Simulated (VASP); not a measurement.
# Al in VASP: notebook

One slab, Al, is run at these levels: PBE+D3(BJ); tasks: single point, relaxation of the atoms.

Everything below comes from runs of VASP 6.6.1. Logs are shortened: lines on timing, memory, paths and dates and some standing lists are left out, and cuts for length are marked.

## 1. Starting point

The cell holds a slab with vacuum, 12 atoms: a = 5.728 Å, b = 5.728 Å, c = 16.677 Å, α = 90.00°, β = 90.00°, γ = 60.00°.

The cell was built by a generator and needn't be a form met in nature.

## 2. Single point, PBE+D3(BJ)

Input file INCAR:

```
  ALGO = Normal
  EDIFF = 1E-6
  ENCUT = 520
  GGA = PE
  ISIF = 2
  ISMEAR = -1
  IVDW = 12
  LASPH = T
  LCHARG = F
  LREAL = F
  LWAVE = F
  NBANDS = 30
  NELM = 100
  PREC = Accurate
  SIGMA = 0.15
```

Input file KPOINTS:

```
k-points
0
Gamma
  3 3 1
```

Input file POSCAR:

```
Al
1.0
    5.7275651202      0.0000002887      0.0000000000
    2.8637823101      4.9602170403      0.0000000000
    0.0000000000      0.0000000000     16.6765370000
Al
12
Direct
    0.1666666667      0.1666666667      0.0599645167
    0.6666666667      0.1666666667      0.0599645167
    0.1666666667      0.6666666667      0.0599645167
    0.6666666667      0.6666666667      0.0599645167
   -0.1666666667      0.3333333333      0.2001775667
    0.3333333333      0.3333333333      0.2001775667
   -0.1666666667      0.8333333333      0.2001775667
    0.3333333333      0.8333333333      0.2001775667
    0.0000000000      0.0000000000      0.3403906167
    0.5000000000      0.0000000000      0.3403906167
    0.0000000000      0.5000000000      0.3403906167
    0.5000000000      0.5000000000      0.3403906167
```

Potentials or basis: VASP PAW PBE potentials, release 64 (Al).

Command:

```bash
$ cat potpaw_PBE.64/Al/POTCAR > POTCAR
$ mpirun -np 1 vasp_std > vasp.out
```

OUTCAR:

```text
EDIFF = 1E-6
   ENCUT = 520
   GGA = PE
   ISIF = 2
   ISMEAR = -1
   IVDW = 12
   LASPH = T
   LREAL = F
   NELM = 100
   PREC = Accurate
 IVDW          = 12

 ion  position               nearest neighbor table
   1  0.167  0.167  0.060-   6 2.86   5 2.86   8 2.86   2 2.86   2 2.86   4 2.86   4 2.86   3 2.86
                             3 2.86
   2  0.667  0.167  0.060-   5 2.86   6 2.86   7 2.86   1 2.86   1 2.86   3 2.86   3 2.86   4 2.86
                             4 2.86
   3  0.167  0.667  0.060-   8 2.86   7 2.86   6 2.86   4 2.86   4 2.86   2 2.86   2 2.86   1 2.86
                             1 2.86
   4  0.667  0.667  0.060-   7 2.86   8 2.86   5 2.86   3 2.86   3 2.86   1 2.86   1 2.86   2 2.86
                             2 2.86
   5  0.833  0.333  0.200-   2 2.86  12 2.86   9 2.86   1 2.86  11 2.86   4 2.86   6 2.86   6 2.86
                             8 2.86   8 2.86   7 2.86   7 2.86
   6  0.333  0.333  0.200-   1 2.86  11 2.86  10 2.86   2 2.86  12 2.86   3 2.86   5 2.86   5 2.86
                             7 2.86   7 2.86   8 2.86   8 2.86
   7  0.833  0.833  0.200-   4 2.86  10 2.86  11 2.86   3 2.86   9 2.86   2 2.86   8 2.86   8 2.86
                             6 2.86   6 2.86   5 2.86   5 2.86
   8  0.333  0.833  0.200-   3 2.86   9 2.86  12 2.86   4 2.86  10 2.86   1 2.86   7 2.86   7 2.86
                             5 2.86   5 2.86   6 2.86   6 2.86
   9  0.000  0.000  0.340-   8 2.86   5 2.86   7 2.86  10 2.86  10 2.86  12 2.86  12 2.86  11 2.86
                            11 2.86
  10  0.500  0.000  0.340-   7 2.86   6 2.86   8 2.86   9 2.86   9 2.86  11 2.86  11 2.86  12 2.86
                            12 2.86
  11  0.000  0.500  0.340-   6 2.86   7 2.86   5 2.86  12 2.86  12 2.86  10 2.86  10 2.86   9 2.86
                             9 2.86
  12  0.500  0.500  0.340-   5 2.86   8 2.86   6 2.86  11 2.86  11 2.86   9 2.86   9 2.86  10 2.86
                            10 2.86

  LATTYP: Found a hexagonal cell.
 ALAT       =     5.7275651202
 C/A-ratio  =     2.9116276550

  Lattice vectors:

 A1 = (  -2.8637823101,  -4.9602170403,   0.0000000000)
 A2 = (   5.7275651202,   0.0000002887,   0.0000000000)
 A3 = (   0.0000000000,   0.0000000000,  16.6765370000)

Analysis of symmetry for initial positions (statically):
=====================================================================
 Subroutine PRICEL returns following result:

  LATTYP: Found a hexagonal cell.
 ALAT       =     2.8637825601
 C/A-ratio  =     5.8232553100

  Lattice vectors:

 A1 = (  -1.4318911551,  -2.4801085201,   0.0000000000)
 A2 = (   2.8637825601,   0.0000001444,   0.0000000000)
 A3 = (   0.0000000000,   0.0000000000,  16.6765370000)

   4 primitive cells build up your supercell.

 Routine SETGRP: Setting up the symmetry group for a
 hexagonal supercell.

 Subroutine GETGRP returns: Found 12 space group operations
 (whereof  6 operations were pure point group operations)
 out of a pool of 24 trial point group operations.

The static configuration has the point symmetry C_3v.
 The point group associated with its full space group is D_3d.

Analysis of symmetry for dynamics (positions and initial velocities):
=====================================================================
 Subroutine PRICEL returns following result:

  LATTYP: Found a hexagonal cell.
 ALAT       =     2.8637825601
 C/A-ratio  =     5.8232553100

  Lattice vectors:

 A1 = (  -1.4318911551,  -2.4801085201,   0.0000000000)
 A2 = (   2.8637825601,   0.0000001444,   0.0000000000)
 A3 = (   0.0000000000,   0.0000000000,  16.6765370000)

   4 primitive cells build up your supercell.

 Routine SETGRP: Setting up the symmetry group for a
 hexagonal supercell.

 Subroutine GETGRP returns: Found 12 space group operations
 (whereof  6 operations were pure point group operations)
 out of a pool of 24 trial point group operations.

The dynamic configuration has the point symmetry C_3v.
 The point group associated with its full space group is D_3d.

 Subroutine INISYM returns: Found 12 space group operations
 (whereof  6 operations are pure point group operations),
 and found     4 'primitive' translations

----------------------------------------------------------------------------------------

                                     Primitive cell

  volume of cell :     118.4450

  direct lattice vectors                    reciprocal lattice vectors
    -1.431891155 -2.480108520  0.000000000     0.000000020 -0.403208175  0.000000000
     2.863782560  0.000000144  0.000000000     0.349188532 -0.201604070  0.000000000
     0.000000000  0.000000000 16.676537000     0.000000000  0.000000000  0.059964488

  length of vectors
     2.863782560  2.863782560 16.676537000     0.403208175  0.403208175  0.059964488

  position of ions in fractional coordinates (direct lattice)
     0.666666667  0.333333333  0.059964517
     0.333333333  0.666666667  0.200177567
     0.000000000  0.000000000  0.340390617

  ion indices of the primitive-cell ions
   primitive index   ion index
                 1           1
                 2           6
                 3           9

----------------------------------------------------------------------------------------

 KPOINTS: k-points

Automatic generation of k-mesh.
 Grid dimensions read from file:
 generate k-points for:    3    3    1

 Generating k-lattice:

  Cartesian coordinates                     Fractional coordinates (reciprocal lattice)
     0.058198089 -0.033600678  0.000000000     0.333333333  0.000000000  0.000000000
    -0.000000003  0.067201362  0.000000000     0.000000000  0.333333333  0.000000000
     0.000000000  0.000000000  0.059964488     0.000000000  0.000000000  1.000000000

  Length of vectors
     0.067201362  0.067201362  0.059964488

  Shift w.r.t. Gamma in fractional coordinates (k-lattice)
     0.000000000  0.000000000  0.000000000

 Subroutine IBZKPT returns following result:
 ===========================================

 Found      3 irreducible k-points:

 Following reciprocal coordinates:
            Coordinates               Weight
  0.000000  0.000000  0.000000      1.000000
  0.333333  0.000000  0.000000      6.000000
 -0.333333  0.333333  0.000000      2.000000
   k-points           NKPTS =      3   k-points in BZ     NKDIM =      3   number of bands    NBANDS=     30
   number of dos      NEDOS =    301   number of ions     NIONS =     12
   total plane-waves  NPLWV = 290304
   dimension x,y,z NGX =    48 NGY =   48 NGZ =  126
   dimension x,y,z NGXF=    96 NGYF=   96 NGZF=  252
   ions per type =              12
   NGX,Y,Z   is equivalent  to a cutoff of  13.93, 13.93, 12.56 a.u.
   NGXF,Y,Z  is equivalent  to a cutoff of  27.86, 27.86, 25.12 a.u.
 SYSTEM =  unknown system
   PREC   = accura    normal or accurate (medium, high low for compatibility)
   ISTART =      0    job   : 0-new  1-cont  2-samecut
   ICHARG =      2    charge: 1-file 2-atom 10-const
   ISPIN  =      1    spin polarized calculation?
   LNONCOLLINEAR =      F non collinear calculations
   LSORBIT =      F    spin-orbit coupling
   LASPH  =      T    aspherical Exc in radial PAW
   ENCUT  =  520.0 eV  38.22 Ry    6.18 a.u.  10.65 10.65 31.01*2*pi/ulx,y,z
   NELM   =    100;   NELMIN=  2; NELMDL= -5     # of ELM steps
   EDIFF  = 0.1E-05   stopping-criterion for ELM
   LREAL  =      F    real-space projection
   EDIFFG = 0.1E-04   stopping-criterion for IOM
   NSW    =      0    number of steps for IOM
   IBRION =     -1    ionic relax: 0-MD 1-quasi-New 2-CG
   NFREE  =      0    steps in history (QN), initial steepest desc. (CG)
   ISIF   =      2    stress and relaxation
   ISYM   =      2    0-nonsym 1-usesym 2-fastsym
   POTIM  = 0.5000    time-step for ionic-motion
   TEBEG  =    0.0;   TEEND  =   0.0 temperature during run
   PSTRESS=    0.0 pullay stress
   NELECT =      36.0000    total number of electrons
   NUPDOWN=      -1.0000    fix difference up-down
   EMIN   =  10.00;   EMAX   =-10.00  energy-range for DOS
   EFERMI =   0.00;   METHOD = LEGACY
   ISMEAR =    -1;   SIGMA  =   0.15  broadening in eV -4-tet -1-fermi 0-gaus
   EFERMI_NEDOS =   21; number of points for ismear=-14 and -15
   IALGO  =     38    algorithm
   IMIX   =      4    mixing-type and parameters
     AMIX     =   0.40;   BMIX     =  1.00
     AMIX_MAG =   1.60;   BMIX_MAG =  1.00
  volume/ion in A,a.u.               =      39.48       266.44
  Fermi-wavevector in a.u.,A,eV,Ry     =   0.693399  1.310335  6.541719  0.480803
  Thomas-Fermi vector in A             =   1.775602
   LORBIT       =      0    0 simple, 1 ext, 2 COOP (PROOUT), +10 PAW based schemes
   GGA     = PE    functional components
   LHFCALC =     F    Hartree Fock is set to
   AEXX    =    0.0000 exact exchange contribution
   IVDW    =    12    specifies the selected vdW correction
   LEPSILON=     F    determine dielectric tensor
   LRPA    =     F    only Hartree local field effects (RPA)
 non-spin polarized calculation
  energy-cutoff  :      520.00
  volume of cell :      473.78
 maximum number of plane-waves:     12795
 NGX is ok and might be reduce to    42
   NGX = 21   NGY = 21   NGZ = 63

 number of electron      36.0000000 magnetization

 Free energy of the ion-electron system (eV)
  ---------------------------------------------------
  ext. energy  EPLUGINS =         0.00000000
  ---------------------------------------------------
  free energy    TOTEN  =       -42.59428930 eV

  energy without entropy =      -42.06168330  energy(sigma->0) =      -42.32798630

 E-fermi :   0.8981     XC(G=0):  -5.3290

 val. band max:        0.8891132955   @ k =   0.0000   0.0000   0.0000
 cond. band min:       1.0291320339   @ k =   0.3333   0.0000   0.0000
 fundamental gap:      0.1400187384
 Fermi energy:         0.8980584877

 k-point     1 :       0.0000    0.0000    0.0000
  band No.  band energies     occupation
      1      -9.4060      2.00000
      2      -7.6819      2.00000
      3      -5.0872      2.00000
      4      -3.5620      2.00000
      5      -3.5620      2.00000
      6      -3.5620      2.00000
[... 22 lines left out ...]
     29       3.7103      0.00000
     30       4.1380      0.00000

 k-point     2 :       0.3333    0.0000    0.0000
  band No.  band energies     occupation
      1      -8.7410      2.00000
      2      -7.0218      2.00000
      3      -6.7645      2.00000
      4      -5.0622      2.00000
      5      -4.8164      2.00000
      6      -4.8164      2.00000
[... 22 lines left out ...]
     29       4.5589      0.00000
     30       4.5589      0.00000

 k-point     3 :      -0.3333    0.3333    0.0000
  band No.  band energies     occupation
      1      -7.4202      2.00000
      2      -7.4202      2.00000
      3      -7.4202      2.00000
      4      -5.7117      2.00000
      5      -5.7117      2.00000
      6      -5.7117      2.00000
[... 22 lines left out ...]
     29       4.4228      0.00000
     30       4.4228      0.00000

------------------------ aborting loop because EDIFF is reached ----------------------------------------

 Edisp (eV)   -2.73141

 E8    (eV) :    -1.2727

  FORCE on cell =-STRESS in cart. coord.  units (eV):
  Direction    XX          YY          ZZ          XY          YZ          ZX
  --------------------------------------------------------------------------------------
  -------------------------------------------------------------------------------------
  Total      -7.81771    -7.81771    -0.60498    -0.00000     0.00000    -0.00000
  in kB     -26.43709   -26.43709    -2.04586    -0.00000     0.00000    -0.00000
  external pressure =      -18.31 kB  Pullay stress =        0.00 kB

 VOLUME and BASIS-vectors are now :
 -----------------------------------------------------------------------------
  energy-cutoff  :      520.00
  volume of cell :      473.78
      direct lattice vectors                 reciprocal lattice vectors
     5.727565120  0.000000289  0.000000000     0.174594266 -0.100802035  0.000000000
     2.863782310  4.960217040  0.000000000    -0.000000010  0.201604087  0.000000000
     0.000000000  0.000000000 16.676537000     0.000000000  0.000000000  0.059964488

 POSITION                                       TOTAL-FORCE (eV/Angst)
 -----------------------------------------------------------------------------------
      1.43189      0.82670      1.00000        -0.000000      0.000000      0.028454
      4.29567      0.82670      1.00000        -0.000000      0.000000      0.028454
      2.86378      3.30681      1.00000        -0.000000     -0.000000      0.028454
      5.72756      3.30681      1.00000        -0.000000     -0.000000      0.028454
      5.72757      1.65341      3.33827        -0.000000      0.000000      0.000000
      2.86378      1.65341      3.33827        -0.000000     -0.000000      0.000000
      7.15946      4.13351      3.33827         0.000000      0.000000      0.000000
      4.29567      4.13351      3.33827         0.000000     -0.000000      0.000000
      0.00000      0.00000      5.67654         0.000000     -0.000000     -0.028454
      2.86378      0.00000      5.67654         0.000000     -0.000000     -0.028454
      1.43189      2.48011      5.67654         0.000000      0.000000     -0.028454
      4.29567      2.48011      5.67654         0.000000      0.000000     -0.028454
 -----------------------------------------------------------------------------------
    total drift:                                0.000000      0.000000     -0.000017

  FREE ENERGIE OF THE ION-ELECTRON SYSTEM (eV)
  ---------------------------------------------------
  free  energy   TOTEN  =       -45.3257026791 eV

  energy  without entropy=      -44.7930966842  energy(sigma->0) =      -45.05939968
```

It took 52 s on 1 thread of Intel Xeon 6975P-C (Granite Rapids), shared host; peak memory 0.57 GiB.

Results:

| Property | Result |
| --- | --- |
| Free energy | -45.3257 eV |
| Largest force | 0.028 eV/Å |
| Band gap on the k mesh | none (metal or under the smearing width) |
| Dispersion energy per atom | -0.228 eV |

Forces in eV/Å, atoms in the order of the input:
```
Al   0.000  0.000  0.028
Al   0.000  0.000  0.028
Al   0.000  0.000  0.028
Al   0.000  0.000  0.028
Al   0.000  0.000  0.000
Al   0.000  0.000  0.000
Al   0.000  0.000  0.000
Al   0.000  0.000  0.000
Al   0.000  0.000 -0.028
Al   0.000  0.000 -0.028
Al   0.000  0.000 -0.028
Al   0.000  0.000 -0.028
```

Caveat: the k mesh is coarse (spacing up to 0.42 Å⁻¹), so the values aren't converged.

## 3. Relaxation of the atoms, PBE+D3(BJ)

Input file INCAR:

```
PREC = Accurate
ENCUT = 520
EDIFF = 1E-7
ISMEAR = -1
SIGMA = 0.15
LREAL = F
LASPH = T
NELM = 100
ALGO = Normal
ISIF = 2
LWAVE = F
LCHARG = F
GGA = PE
IVDW = 12
IBRION = 2
NSW = 45
EDIFFG = -0.08
```

Input file KPOINTS:

```
Automatic mesh
0
Gamma
  3 3 1
```

Input file POSCAR:

```
Al
1.0
    5.7275650000      0.0000000000      0.0000000000
    2.8637820000      4.9602170000      0.0000000000
    0.0000000000      0.0000000000     16.6765370000
Al
12
Selective dynamics
Direct
    0.1666667000      0.1666667000      0.0599645000  F F F
    0.6666667000      0.1666667000      0.0599645000  F F F
    0.1666667000      0.6666667000      0.0599645000  F F F
    0.6666667000      0.6666667000      0.0599645000  F F F
   -0.1666667000      0.3333333000      0.2001776000  T T T
    0.3333333000      0.3333333000      0.2001776000  T T T
   -0.1666667000      0.8333333000      0.2001776000  T T T
    0.3333333000      0.8333333000      0.2001776000  T T T
    0.0000000000      0.0000000000      0.3403906000  T T T
    0.5000000000      0.0000000000      0.3403906000  T T T
    0.0000000000      0.5000000000      0.3403906000  T T T
    0.5000000000      0.5000000000      0.3403906000  T T T
```

Potentials or basis: VASP PAW PBE potentials, release 64 (Al).

Command:

```bash
$ cat potpaw_PBE.64/Al/POTCAR > POTCAR
$ mpirun -np 1 vasp_std > vasp.out
```

Wall time 46 s (1 thread of Intel Xeon 6975P-C (Granite Rapids), shared host); peak memory 0.57 GiB.

It converged, with:

```yaml
Free_energy: -45.3257 eV
Band_gap_on_the_k_mesh: none (metal or under the smearing width)
Dispersion_energy_per_atom: -0.228 eV
```

Final structure:
```xyz
12
Lattice="5.7276 0.0000 0.0000 2.8638 4.9602 0.0000 0.0000 0.0000 16.6765" Properties=species:S:1:pos:R:3 pbc="T T T"
Al    1.4319    0.8267    1.0000
Al    4.2957    0.8267    1.0000
Al    2.8638    3.3068    1.0000
Al    5.7276    3.3068    1.0000
Al    5.7276    1.6534    3.3383
Al    2.8638    1.6534    3.3383
Al    7.1595    4.1335    3.3383
Al    4.2957    4.1335    3.3383
Al    0.0000    0.0000    5.6765
Al    2.8638    0.0000    5.6765
Al    1.4319    2.4801    5.6765
Al    4.2957    2.4801    5.6765
```

Levels at points of the mesh, in eV from the Fermi level:
```csv
k point,band 15,band 16,band 17,band 18,band 19,band 20,band 21,band 22
"(0.00, 0.00, 0.00)",-2.49,-2.49,-0.22,-0.22,-0.22,-0.01,-0.01,-0.01
```

Caveat: the k mesh is coarse (spacing up to 0.42 Å⁻¹), so the values aren't converged; the relaxation stopped at its first step, so nothing moved; the relaxation stopped at a loose force limit of 0.08 eV/Å, so its end isn't a converged minimum.

(Continued in part 2 of 3.)
